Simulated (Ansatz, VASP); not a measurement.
## Cross-check of Sn19H15 (Sn wire along [111], 38 atoms a period, H-terminated) between VASP and Ansatz

Wanted: the spread between two codes on one cell, functional and k mesh. The structure shown is the start of the Ansatz relaxation below; VASP solves that cell, so the two are compared at the walk's first step.

Main program and level: Ansatz 0.2.0; plane waves, with VASP 6.6.1 beside it; single point at PBE.

## 1. Starting point

The cell holds 68 atoms: 38 Sn and 30 H. Its edges and angles: a = 19.062 Å, b = 20.959 Å, c = 11.518 Å, α = 90.0°, β = 90.0°, γ = 90.0°. Vacuum lies along a and b. The structure's axis is c.

## 2. Ansatz: relaxation, PBE

Ansatz runs on its PAW soft_1 files.

The two programs are compared at the cell with which this relaxation starts, whose forces are those of its first step.

input.yaml reads:

```yaml
crystal:
  lattice:
    - [19.062, 0.0, 0.0]
    - [0.0, 20.959, 0.0]
    - [0.0, 0.0, 11.5181378703]
  atoms:
    - { symbol: Sn, position: [0.253324363, 0.629537154, 0.0] }
    - { symbol: Sn, position: [0.376665568, 0.435239874, 0.0] }
    - { symbol: Sn, position: [0.500006773, 0.629537154, 0.0] }
    - { symbol: Sn, position: [0.253324363, 0.629537154, 0.25] }
    - { symbol: Sn, position: [0.376665568, 0.435239874, 0.25] }
    - { symbol: Sn, position: [0.500006773, 0.240942594, 0.25] }
    - { symbol: Sn, position: [0.500006773, 0.629537154, 0.25] }
    - { symbol: Sn, position: [0.623347978, 0.435239874, 0.25] }
    - { symbol: Sn, position: [0.746689183, 0.629537154, 0.25] }
    - { symbol: H, position: [0.178365334, 0.409834671, 0.282688573] }
    - { symbol: H, position: [0.253324363, 0.291753, 0.282688573] }
    - { symbol: H, position: [0.425047744, 0.798429231, 0.282688573] }
    - { symbol: H, position: [0.574965803, 0.798429231, 0.282688573] }
    - { symbol: H, position: [0.746689183, 0.291753, 0.282688573] }
    - { symbol: H, position: [0.821648212, 0.409834671, 0.282688573] }
    - { symbol: H, position: [0.178365334, 0.590176597, 0.30064476] }
    - { symbol: H, position: [0.253324363, 0.708258268, 0.30064476] }
    - { symbol: H, position: [0.425047744, 0.201582037, 0.30064476] }
    - { symbol: H, position: [0.574965803, 0.201582037, 0.30064476] }
    - { symbol: H, position: [0.746689183, 0.708258268, 0.30064476] }
    - { symbol: H, position: [0.821648212, 0.590176597, 0.30064476] }
    - { symbol: Sn, position: [0.253324363, 0.370474114, 0.333333333] }
    - { symbol: Sn, position: [0.376665568, 0.564771394, 0.333333333] }
    - { symbol: Sn, position: [0.500006773, 0.370474114, 0.333333333] }
    - { symbol: Sn, position: [0.500006773, 0.759068675, 0.333333333] }
    - { symbol: Sn, position: [0.623347978, 0.564771394, 0.333333333] }
    - { symbol: Sn, position: [0.746689183, 0.370474114, 0.333333333] }
    - { symbol: Sn, position: [0.253324363, 0.370474114, 0.583333333] }
    - { symbol: Sn, position: [0.376665568, 0.564771394, 0.583333333] }
    - { symbol: Sn, position: [0.500006773, 0.370474114, 0.583333333] }
    - { symbol: Sn, position: [0.500006773, 0.759068675, 0.583333333] }
    - { symbol: Sn, position: [0.623347978, 0.564771394, 0.583333333] }
    - { symbol: Sn, position: [0.746689183, 0.370474114, 0.583333333] }
    - { symbol: H, position: [0.178365334, 0.539366191, 0.616021906] }
    - { symbol: H, position: [0.301706539, 0.733663471, 0.616021906] }
    - { symbol: H, position: [0.376665568, 0.22698724, 0.616021906] }
    - { symbol: H, position: [0.623347978, 0.22698724, 0.616021906] }
    - { symbol: H, position: [0.698307007, 0.733663471, 0.616021906] }
    - { symbol: H, position: [0.821648212, 0.539366191, 0.616021906] }
    - { symbol: H, position: [0.178365334, 0.331113557, 0.633978094] }
    - { symbol: H, position: [0.500006773, 0.837789788, 0.633978094] }
    - { symbol: H, position: [0.821648212, 0.331113557, 0.633978094] }
    - { symbol: Sn, position: [0.253324363, 0.500005634, 0.666666667] }
    - { symbol: Sn, position: [0.376665568, 0.305708354, 0.666666667] }
    - { symbol: Sn, position: [0.376665568, 0.694302914, 0.666666667] }
    - { symbol: Sn, position: [0.500006773, 0.500005634, 0.666666667] }
    - { symbol: Sn, position: [0.623347978, 0.694302914, 0.666666667] }
    - { symbol: Sn, position: [0.623347978, 0.305708354, 0.666666667] }
    - { symbol: Sn, position: [0.746689183, 0.500005634, 0.666666667] }
    - { symbol: Sn, position: [0.253324363, 0.500005634, 0.916666667] }
    - { symbol: Sn, position: [0.376665568, 0.305708354, 0.916666667] }
    - { symbol: Sn, position: [0.376665568, 0.694302914, 0.916666667] }
    - { symbol: Sn, position: [0.500006773, 0.500005634, 0.916666667] }
    - { symbol: Sn, position: [0.623347978, 0.694302914, 0.916666667] }
    - { symbol: Sn, position: [0.623347978, 0.305708354, 0.916666667] }
    - { symbol: Sn, position: [0.746689183, 0.500005634, 0.916666667] }
    - { symbol: H, position: [0.178365334, 0.668897711, 0.94935524] }
    - { symbol: H, position: [0.500006773, 0.16222148, 0.94935524] }
    - { symbol: H, position: [0.821648212, 0.668897711, 0.94935524] }
    - { symbol: H, position: [0.178365334, 0.460645077, 0.967311427] }
    - { symbol: H, position: [0.301706539, 0.266347797, 0.967311427] }
    - { symbol: H, position: [0.376665568, 0.773024028, 0.967311427] }
    - { symbol: H, position: [0.623347978, 0.773024028, 0.967311427] }
    - { symbol: H, position: [0.698307007, 0.266347797, 0.967311427] }
    - { symbol: H, position: [0.821648212, 0.460645077, 0.967311427] }
    - { symbol: Sn, position: [0.500006773, 0.240942594, 0.0] }
    - { symbol: Sn, position: [0.623347978, 0.435239874, 0.0] }
    - { symbol: Sn, position: [0.746689183, 0.629537154, 0.0] }
kpoints:
  mp_grid: { grid: [1, 1, 7] }
scf:
  occupations: { method: fermi_dirac, width: 0.05 }
hamiltonian:
  xc: pbe
  pseudopotentials: { kind: paw, azcp: { folder: soft_1 } }
relax:
  cell: { fix: [a, b, alpha, beta, gamma] }
  max_steps: 45
  f_tol: 0.03
```

Launch:

```console
> ansatz run input.yaml --threads 4 --pin off --max-ram 16384MiB --backend cpu --events-out ev --progress --plain --runs-dir out
```

Numbers of over 12 decimals in the logs are rounded to 6 here.

Log:

```text
Engine: ansatz 0.2.0, x86_64-unknown-linux-gnu
Pseudopotentials: kind: paw
Pseudopotential: Sn, paw, valence charge 14, recommended cutoff 420 eV (normal), soft_1/Sn.paw.azcp
Pseudopotential: H, paw, valence charge 1, recommended cutoff 420 eV (normal), soft_1/H.paw.azcp
Functional definition: PBE
  parameter kappa = 0.804
  parameter beta = 0.066725
  exchange = pbe_x(kappa = kappa, mu = beta*pi^2/3)
  correlation = pbe_c(beta = beta)
Crystal: 68 atoms, lattice volume = 4601.732 Å³
Basis set: ecut = 420 eV, 89847 PW (Γ), exchange–correlation on 256×288×160 points (8 copies of the dense FFT grid, shifted against one another)
Bands: 349, of which v1, the nominal top of the filled ones, is band 281 counted from 1 (280 counted from 0)
Symmetry: 4 space group operations
Space group: P2/m (ITA 10), of the structure as read, at distance tolerance 1.7e-4 Å
k-points: 4 of 7
Non-local potential: Sn, projectors of the file, l = 0: 2, l = 1: 2, l = 2: 2, l = 3: 1
Non-local potential: H, projectors of the file, l = 0: 2, l = 1: 1
PAW form: soft (Blöchl's): semilocal exchange-correlation on the pseudo side does not see the compensation charge
PAW one-centre angular grid: Sn, 590 points (default); XC on 64 Gauss nodes
PAW one-centre angular grid: H, 110 points (default); XC on 64 Gauss nodes
Initial density: superposition of atomic densities (neutral atoms: chi_scale 0, normalization atom)
Initial wavefunctions: pseudopotential atomic-orbital guess
Functional: x = pbe(κ = 0.804, μ = 0.219515), c = pbe(β = 0.066725)
SCF iter   1: F=—  HF=-229394.380835 eV  |F-HF|=—  |Δ(HF+E_count)|=         —  Δρ=2.53e-2  dr2=3.12e1  ethr=3.10e-3  ⟨swp⟩=6.8  Hψ=6167  notcnv=0  defer=81
preconditioner: auto → Resta (q_TF=auto, 1.922 Å⁻¹)  ε∞=1.9  [insulator: Δε(μ)=0.805 eV  Ē_g=7.691 eV  σ=0.050 eV  W_gap=1.00  n_scr=564 (ndim 8)  ℏωp=7.4 eV  f_vac=0.574  D(μ)=0.00/eV (n_scr^D=0)  ε∞_Penn≈1.9  vacuum switching on, ρ_ref=4.3e-3 e/Å³]
SCF iter   2: F=—  HF=-229387.207711 eV  |F-HF|=—  |Δ(HF+E_count)|=    7.17e0  Δρ=9.65e-3  dr2=6.84e0  ethr=3.10e-3  ⟨swp⟩=3.0  Hψ=1986  notcnv=0  defer=219
SCF iter   3: F=—  HF=-229386.327019 eV  |F-HF|=—  |Δ(HF+E_count)|=   8.81e-1  Δρ=4.25e-3  dr2=3.79e0  ethr=1.22e-3  ⟨swp⟩=3.5  Hψ=1917  notcnv=0  defer=225
SCF iter   4: F=—  HF=-229385.781249 eV  |F-HF|=—  |Δ(HF+E_count)|=   5.46e-1  Δρ=1.26e-3  dr2=2.03e-1  ethr=6.74e-4  ⟨swp⟩=4.0  Hψ=1924  notcnv=0  defer=227
SCF iter   5: F=—  HF=-229385.785347 eV  |F-HF|=—  |Δ(HF+E_count)|=   4.10e-3  Δρ=4.81e-4  dr2=1.22e-2  ethr=3.62e-5  ⟨swp⟩=3.0  Hψ=1908  notcnv=0  defer=213
SCF iter   6: F=—  HF=-229385.792847 eV  |F-HF|=—  |Δ(HF+E_count)|=   7.50e-3  Δρ=1.70e-4  dr2=3.45e-3  ethr=2.17e-6  ⟨swp⟩=2.0  Hψ=1547  notcnv=0  defer=213
SCF iter   7: F=—  HF=-229385.793970 eV  |F-HF|=—  |Δ(HF+E_count)|=   1.12e-3  Δρ=6.25e-5  dr2=9.66e-4  ethr=6.14e-7  ⟨swp⟩=2.0  Hψ=1547  notcnv=0  defer=213
SCF iter   8: F=—  HF=-229385.794029 eV  |F-HF|=—  |Δ(HF+E_count)|=   5.87e-5  Δρ=1.99e-5  dr2=2.95e-5  ethr=1.72e-7  ⟨swp⟩=2.0  Hψ=1444  notcnv=0  defer=213
SCF iter   9: F=—  HF=-229385.793866 eV  |F-HF|=—  |Δ(HF+E_count)|=   1.63e-4  Δρ=7.58e-6  dr2=5.26e-6  ethr=5.25e-9  ⟨swp⟩=3.0  Hψ=2826  notcnv=0  defer=213
SCF iter  10: F=—  HF=-229385.793872 eV  |F-HF|=—  |Δ(HF+E_count)|=   5.64e-6  Δρ=2.63e-6  dr2=4.41e-7  ethr=9.36e-10  ⟨swp⟩=3.0  Hψ=2669  notcnv=0  defer=213
SCF iter  11: F=-229385.793873 eV  HF=-229385.793873 eV  |F-HF|=4.66e-10  |Δ(HF+E_count)|=   1.02e-6  Δρ=7.42e-7  dr2=6.79e-8  ethr=1.78e-11  ⟨swp⟩=5.0  Hψ=4383  notcnv=0
SCF 1 converged in 11 iterations: F = -229385.793873 eV  dr2 = 6.79e-8
  greatest PAW one-centre occupation: 0.991 electrons in one spin orbital (limit 2), on the Sn atom at site 21 (counted from 0), in its partial waves of l = 2
relax step   1: F+E_penalty+E_count = -229385.79387309 eV  Δ(F+E_penalty+E_count) = +0.000e0 eV  max|allowed force component| = 1.989e-1 eV/Å  Δτ_max = 0.0000 Å  P = -0.363 GPa  Ω = 4601.732 Å³  fix = [a, b, alpha, beta, gamma]  reactions: a -0.409, b -0.410 GPa; alpha -0.000 GPa/rad  (11 SCF iters, dr2 threshold 1.00e-7 eV, accepted)
Crystal: 68 atoms, lattice volume = 4566.738 Å³
Basis set: ecut = 420 eV, 89159 PW (Γ), exchange–correlation on 256×288×160 points (8 copies of the dense FFT grid, shifted against one another)
Initial density: handed on by an earlier stage of this run
Initial wavefunctions: those handed on with the density
iter 1 solved again at ethr=2.85e-4 eV; its pass at ethr=3.10e-3 eV (dr2=1.60e0 eV) is discarded
SCF iter   1: F=—  HF=-229385.093745 eV  |F-HF|=—  |Δ(HF+E_count)|=         —  Δρ=6.76e-3  dr2=1.60e0  ethr=2.85e-4  ⟨swp⟩=7.5  Hψ=7268  notcnv=0  defer=2
[...]
atom  18  H      0.00235235     0.00318949     0.01077846
  atom  19  H     -0.00235235     0.00318949     0.01077846
  atom  20  H     -0.00156878    -0.00366474     0.01082223
  atom  21  H     -0.00393695     0.00044110     0.01092159
  atom  22  Sn     0.02010639     0.01157177     0.01761473
  atom  23  Sn    -0.01484721     0.00856734     0.00190926
  atom  24  Sn     0.00000000    -0.01712320     0.00194385
  atom  25  Sn     0.00000000    -0.02310292     0.01762167
  atom  26  Sn     0.01484721     0.00856734     0.00190926
  atom  27  Sn    -0.02010639     0.01157177     0.01761473
  atom  28  Sn    -0.00541309    -0.00313450    -0.00164791
  atom  29  Sn    -0.00880267     0.00506019     0.00568099
  atom  30  Sn     0.00000000    -0.01014267     0.00566394
  atom  31  Sn     0.00000000     0.00602601    -0.00182981
  atom  32  Sn     0.00880267     0.00506019     0.00568099
  atom  33  Sn     0.00541309    -0.00313450    -0.00164791
  atom  34  H     -0.00034466     0.00785510    -0.00568581
  atom  35  H     -0.00703652    -0.00358480    -0.00565669
  atom  36  H      0.00662083    -0.00423123    -0.00559038
  atom  37  H     -0.00662083    -0.00423123    -0.00559038
  atom  38  H      0.00703652    -0.00358480    -0.00565669
  atom  39  H      0.00034466     0.00785510    -0.00568581
  atom  40  H      0.01958358     0.01127559    -0.00761228
  atom  41  H      0.00000000    -0.02236514    -0.00757515
[...]
atom  61  H     -0.00703652     0.00358480     0.00565669
  atom  62  H      0.00662083     0.00423123     0.00559038
  atom  63  H     -0.00662083     0.00423123     0.00559038
  atom  64  H      0.00703652     0.00358480     0.00565669
  atom  65  H      0.00034466    -0.00785510     0.00568581
  atom  66  Sn     0.00000000    -0.00602601     0.00182981
  atom  67  Sn     0.00880267    -0.00506019    -0.00568099
  atom  68  Sn     0.00541309     0.00313450     0.00164791
  max |Σ_I F_I| component: 1.26e-17 eV/Å
--- Stress (GPa, compression-positive) ---
       -0.036516      -0.000000      -0.000000
       -0.000000      -0.037719      -0.000040
       -0.000000      -0.000040      -0.021859
  P = ⅓ Tr σ = -0.0320 GPa (-0.320 kbar)
--- Relaxed structure (4 steps of the walk, 3 accepted, 1 SCFs on fresh bases) ---
  F+E_penalty+E_count = -229386.01732316 eV   max|allowed force component| = 2.310e-2 eV/Å   (the final SCF, on the basis selected at the relaxed cell)
  cell:  # Å, volume = 4606.8894 Å³
    - [19.062, 0, 0]
    - [0, 20.959, 0]
    - [0, 0, 11.531048]
  atoms:
    - { symbol: Sn, position: [0.255947, 0.628156, 0.00107365] }
    - { symbol: Sn, position: [0.377368, 0.435600, 0.00029925] }
    - { symbol: Sn, position: [0.5, 0.628790, 0.000293975] }
    - { symbol: Sn, position: [0.256159, 0.628045, 0.247251] }
    - { symbol: Sn, position: [0.377580, 0.435717, 0.249634] }
    - { symbol: Sn, position: [0.5, 0.243913, 0.247260] }
    - { symbol: Sn, position: [0.5, 0.628566, 0.249630] }
    - { symbol: Sn, position: [0.622420, 0.435717, 0.249634] }
    - { symbol: Sn, position: [0.743841, 0.628045, 0.247251] }
    - { symbol: H, position: [0.180815, 0.409067, 0.285644] }
    - { symbol: H, position: [0.253834, 0.294057, 0.285629] }
    - { symbol: H, position: [0.426990, 0.796867, 0.285605] }
    - { symbol: H, position: [0.573010, 0.796867, 0.285605] }
    - { symbol: H, position: [0.746166, 0.294057, 0.285629] }
    - { symbol: H, position: [0.819185, 0.409067, 0.285644] }
    - { symbol: H, position: [0.180815, 0.590933, 0.297689] }
    - { symbol: H, position: [0.253834, 0.705943, 0.297704] }
    - { symbol: H, position: [0.426990, 0.203133, 0.297729] }
    - { symbol: H, position: [0.573010, 0.203133, 0.297729] }
    - { symbol: H, position: [0.746166, 0.705943, 0.297704] }
    - { symbol: H, position: [0.819185, 0.590933, 0.297689] }
    - { symbol: Sn, position: [0.256159, 0.371955, 0.336082] }
    - { symbol: Sn, position: [0.377580, 0.564283, 0.333699] }
    - { symbol: Sn, position: [0.5, 0.371434, 0.333703] }
    - { symbol: Sn, position: [0.5, 0.756087, 0.336073] }
    - { symbol: Sn, position: [0.622420, 0.564283, 0.333699] }
    - { symbol: Sn, position: [0.743841, 0.371955, 0.336082] }
    - { symbol: Sn, position: [0.255947, 0.371844, 0.582260] }
    - { symbol: Sn, position: [0.377368, 0.564400, 0.583034] }
    - { symbol: Sn, position: [0.5, 0.371210, 0.583039] }
    - { symbol: Sn, position: [0.5, 0.756322, 0.582254] }
    - { symbol: Sn, position: [0.622632, 0.564400, 0.583034] }
    - { symbol: Sn, position: [0.744053, 0.371844, 0.582260] }
    - { symbol: H, position: [0.181821, 0.537951, 0.619045] }
    - { symbol: H, position: [0.304763, 0.731634, 0.619024] }
    - { symbol: H, position: [0.377061, 0.230407, 0.619019] }
    - { symbol: H, position: [0.622939, 0.230407, 0.619019] }
    - { symbol: H, position: [0.695237, 0.731634, 0.619024] }
    - { symbol: H, position: [0.818179, 0.537951, 0.619045] }
    - { symbol: H, position: [0.181323, 0.332675, 0.632951] }
    - { symbol: H, position: [0.5, 0.834679, 0.632957] }
    - { symbol: H, position: [0.818677, 0.332675, 0.632951] }
    - { symbol: Sn, position: [0.256681, 0.498787, 0.668326] }
    - { symbol: Sn, position: [0.377183, 0.308946, 0.668331] }
    - { symbol: Sn, position: [0.379491, 0.692270, 0.668319] }
[...]
- { symbol: Sn, position: [0.377183, 0.691054, 0.915003] }
    - { symbol: Sn, position: [0.5, 0.499998, 0.916823] }
    - { symbol: Sn, position: [0.622817, 0.691054, 0.915003] }
    - { symbol: Sn, position: [0.620509, 0.307730, 0.915015] }
    - { symbol: Sn, position: [0.743319, 0.501213, 0.915007] }
    - { symbol: H, position: [0.181323, 0.667325, 0.950383] }
    - { symbol: H, position: [0.5, 0.165321, 0.950376] }
    - { symbol: H, position: [0.818677, 0.667325, 0.950383] }
    - { symbol: H, position: [0.181821, 0.462049, 0.964289] }
    - { symbol: H, position: [0.304763, 0.268366, 0.964310] }
    - { symbol: H, position: [0.377061, 0.769593, 0.964314] }
    - { symbol: H, position: [0.622939, 0.769593, 0.964314] }
    - { symbol: H, position: [0.695237, 0.268366, 0.964310] }
    - { symbol: H, position: [0.818179, 0.462049, 0.964289] }
    - { symbol: Sn, position: [0.5, 0.243678, 0.00107893] }
    - { symbol: Sn, position: [0.622632, 0.435600, 0.00029925] }
    - { symbol: Sn, position: [0.744053, 0.628156, 0.00107365] }
```

Reading the cycles: dr2 is the Hartree energy of the density residual (eV), the measure of convergence; HF is the Harris–Foulkes estimate of the energy, which meets the free energy F at convergence.

[end of part 1 of 2]

[Lines on the potential files, build, host, timing and source positions are cut from VASP's logs without a mark.]

[Logs are printed without paths, hosts, clocks, repeated set-up lines and the standing remarks that a program may print on its own settings, such as how far it seeks lower states.]

[Hosts, paths, dates, database ids (printed as entryN), source tags and the programs' standing remarks are cut or masked in the printed files.]
